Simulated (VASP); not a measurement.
# SnTe: molecular dynamics with a thermostat

SnTe, F-43m (no. 216), 8 atoms in the cell. PBE, molecular dynamics; PAW potentials Te, Sn (PBE set).

Ensemble: Nose-Hoover; Target temperature (K): 1600.

## Input

INCAR:
```
ALGO = Normal
EDIFF = 1E-6
ENCUT = 200
GGA = PE
IBRION = 0
ISIF = 2
ISMEAR = 0
ISYM = 0
KPAR = 2
LASPH = T
LCHARG = F
LREAL = Auto
LWAVE = F
MDALGO = 2
NELM = 60
NELMIN = 4
NSW = 60
POTIM = 4.0
PREC = Normal
RANDOM_SEED = 166644 0 0
SIGMA = 0.05
SMASS = 0
TEBEG = 1600
```

KPOINTS:
```
k-points
0
Monkhorst-Pack
  2 2 2
```

POSCAR:
```
SnTe
1.0
    7.2222920000      0.0000000000      0.0000000000
    0.0000000000      7.2222920000      0.0000000000
    0.0000000000      0.0000000000      7.2222920000
Te Sn
4 4
Direct
    0.2500000000      0.2500000000      0.7500000000
    0.2500000000      0.7500000000      0.2500000000
    0.7500000000      0.2500000000      0.2500000000
    0.7500000000      0.7500000000      0.7500000000
    0.0000000000      0.0000000000      0.0000000000
    0.0000000000      0.5000000000      0.5000000000
    0.5000000000      0.0000000000      0.5000000000
    0.5000000000      0.5000000000      0.0000000000
```

Commands:
```
cat potpaw_PBE.64/Te/POTCAR potpaw_PBE.64/Sn/POTCAR > POTCAR
mpirun -np 2 vasp_std > vasp.out
```

## Result

- Mean temperature (K): 1496
- Standard error of the mean temperature (K): 353
- Relative fluctuation of the kinetic energy: 0.532
- Canonical value of that fluctuation: 0.309
- Rise of the mean potential energy above the start (meV/atom): 101.9
- Electronic steps per ionic step after the first: 4.1

Course of the run:

| Time (fs) | Temperature (K) | Potential energy less the first (meV/atom) |
|---|---|---|
| 4 | 1600 | 0.0 |
| 24 | 1454 | 17.3 |
| 40 | 1219 | 50.3 |
| 60 | 992 | 99.1 |
| 76 | 1021 | 130.8 |
| 96 | 1615 | 145.5 |
| 112 | 2646 | 135.8 |
| 132 | 3349 | 119.0 |
| 148 | 2492 | 117.6 |
| 168 | 1266 | 122.7 |
| 184 | 794 | 123.5 |
| 204 | 631 | 118.4 |
| 220 | 715 | 111.0 |
| 240 | 1088 | 102.1 |

REPORT:
```
MDALGO =   2
               SCALING =       0
                 CNEXP =     9.000   14.000
           RANDOM_SEED =            166644                0                0

   original number of atomic DOF:         21
   number of independent constraints:      0
   number of active DOF:                  21

========================================
         MD step No.       1
========================================

  Atomic velocities initialized by STEP_tb

  >Energies
                    E_tot             E_pot             E_kin               EPS                ES
   e_b>   -0.27087859E+02   -0.28535579E+02    0.14477207E+01    0.00000000E+00    0.00000000E+00

  >Temperature
               T_sim     T_inst
   tmprt>   1600.000   1600.000

  >Thermostat:
           s(n+1) sdot(n+1)      s(n)   sdot(n)        Qs
   s_b>  -0.00000  -0.00000   0.00000   0.00000   0.69460

           RANDOM_SEED =            166644               48                0

[... steps left out ...]

========================================
         MD step No.      60
========================================

  >Energies
                    E_tot             E_pot             E_kin               EPS                ES
   e_b>   -0.27083662E+02   -0.27718564E+02    0.98451785E+00    0.24373754E+00   -0.59335385E+00

  >Temperature
               T_sim     T_inst
   tmprt>   1600.000   1088.075

  >Thermostat:
           s(n+1) sdot(n+1)      s(n)   sdot(n)        Qs
   s_b>  -0.25226  -0.04909  -0.20493  -0.04557   0.69460

           RANDOM_SEED =            166644               48                0
```

OSZICAR:
```
N       E                     dE             d eps       ncg     rms          rms(c)
DAV:   1     0.113401549545E+03    0.11340E+03   -0.78251E+03   200   0.558E+02
DAV:   2    -0.177101635669E+02   -0.13111E+03   -0.12907E+03   255   0.127E+02
DAV:   3    -0.287399304264E+02   -0.11030E+02   -0.10984E+02   248   0.401E+01
DAV:   4    -0.290360612964E+02   -0.29613E+00   -0.29577E+00   292   0.752E+00
DAV:   5    -0.290412363277E+02   -0.51750E-02   -0.51732E-02   256   0.825E-01    0.922E+00
DAV:   6    -0.285358963536E+02    0.50534E+00   -0.16937E+00   240   0.370E+00    0.637E+00
DAV:   7    -0.285338344161E+02    0.20619E-02   -0.37029E-01   271   0.193E+00    0.150E+00
DAV:   8    -0.285321549886E+02    0.16794E-02   -0.47995E-02   248   0.703E-01    0.603E-01
DAV:   9    -0.285347547984E+02   -0.25998E-02   -0.61541E-03   208   0.389E-01    0.132E-01
DAV:  10    -0.285351223496E+02   -0.36755E-03   -0.10119E-03   248   0.109E-01    0.508E-02
DAV:  11    -0.285355574919E+02   -0.43514E-03   -0.76414E-04   224   0.122E-01    0.251E-02
DAV:  12    -0.285355695623E+02   -0.12070E-04   -0.69717E-05   304   0.255E-02    0.779E-03
[... left out ...]
     58 T=   898. E= -.27084205E+02 F= -.27694454E+02 E0= -.27694454E+02  EK= 0.81289E+00 SP= -.36E+00 SK= 0.15E+00
     59 T=   986. E= -.27083914E+02 F= -.27707819E+02 E0= -.27707819E+02  EK= 0.89228E+00 SP= -.47E+00 SK= 0.20E+00
[... last step whole ...]
       N       E                     dE             d eps       ncg     rms          rms(c)
DAV:   1    -0.277185615534E+02   -0.10743E-01   -0.19220E-02   296   0.152E+00    0.597E-03
DAV:   2    -0.277185639521E+02   -0.23987E-05   -0.49126E-05   204   0.262E-02    0.404E-03
DAV:   3    -0.277185639323E+02    0.19851E-07   -0.14166E-06   184   0.547E-03    0.299E-03
DAV:   4    -0.277185639016E+02    0.30684E-07   -0.22526E-07   109   0.230E-03
     60 T=  1088. E= -.27083662E+02 F= -.27718564E+02 E0= -.27718564E+02  EK= 0.98452E+00 SP= -.59E+00 SK= 0.24E+00
```

Limits: 240 fs of 8 atoms are too short for converged averages.

VASP 6.6.1 took 168 s on 2 cores (AMD EPYC 7R13 (Zen 3)), a shared host.
